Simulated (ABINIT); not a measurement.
Runs of ABINIT 10.8.3 (patched build) on HfB2. It takes space group P6/mmm (No. 191, hexagonal). The conventional cell has a = 3.140 Å, b = 3.140 Å, c = 3.480 Å, α = 90.00°, β = 90.00°, γ = 120.00°. Hf (site symmetry 6/mmm) is surrounded by 12 B at 2.51 Å. B (site symmetry -6m2) is surrounded by 3 B at 1.81 Å. 

| task | level | potentials or basis | spin | k mesh | cutoff (eV) | fine-grid cutoff | mesh quality | gap on the mesh (eV) | pressure (GPa) | V0 of scaled cells (Å³/atom) | B0 (GPa) |
| --- | --- | --- | --- | --- | --- | --- | --- | --- | --- | --- | --- |
| single point | PBEsol | JTH PAW PBE v2.0 | off | 4 × 4 × 3 | 517 | 1034.03 eV | coarse | none | -4.0 | - | - |
| equation of state | revPBE | JTH PAW PBE v2.0 | off | 10 × 10 × 8 | 463 | 925.187 eV | not flagged | - | - | 10.08 | 246 |
| single point | r2SCAN | JTH PAW PBE v2.0 | off | 4 × 4 × 3 | 544 | 1088.46 eV | coarse | none | -0.2 | - | - |
| single point | LDA | JTH PAW LDA v2.0 | off | 13 × 13 × 10 | 463 | 925.187 eV | not flagged | none | (b) | - | - |
| band structure | PW91 | JTH PAW PBE v2.0 | off | 10 × 10 × 8 | 463 | 925.187 eV | not flagged | none | - | - | - |
| equation of state | LDA-PZ | JTH PAW LDA v2.0 | off | 10 × 10 × 8 | 463 | 925.187 eV | not flagged | - | - | (a) | 277 |
| band structure | HCTH407 | JTH PAW PBE v2.0 | SOC, no magnetisation | 10 × 10 × 8 | 517 | 1034.03 eV | not flagged | none | -8.3 | - | - |
| band structure | LDA-PZ | JTH PAW LDA v2.0 | off | 10 × 10 × 8 | 463 | 925.187 eV | not flagged | none | -10.2 | - | - |
| band structure | HCTH407 | JTH PAW PBE v2.0 | off | 10 × 10 × 8 | 463 | 925.187 eV | not flagged | none | - | - | - |
| band structure | WC | JTH PAW PBE v2.0 | off | 10 × 10 × 8 | 463 | 925.187 eV | not flagged | none | - | - | - |
| single point | PBEsol | JTH PAW PBE v2.0 | off | 8 × 8 × 6 | 463 | 925.187 eV | not flagged | none | - | - | - |
| single point | LDA | JTH PAW LDA v2.0 | off | 6 × 6 × 5 | 463 | 925.187 eV | coarse | none | -10.3 | - | - |

Alike in all rows: cell as given; smearing fermi-dirac 0.05 eV.

Problem. Fill in the values left out.

Solution. (a) 9.54; (b) -10.5.

Caveats: some runs use coarse meshes; the PAW data sets were made with another functional, which shifts forces and pressure a little (some runs); spin-orbit coupling is left out, which moves the levels of the heavy elements (some runs); pressures at fixed basis lie under the slope of the energies (some runs); the cell was scaled at fixed shape and fractional positions, which overstates the stiffness of a crystal with free parameters, most of all of layers and chains (some runs); the atomic spheres overlap (some runs).

A k mesh can miss the band edges, and rows without SOC leave out spin-orbit coupling on Hf.

A gap of «none» marks a metal or a gap under the smearing width.

Runs at the PBE level aren't shown here.
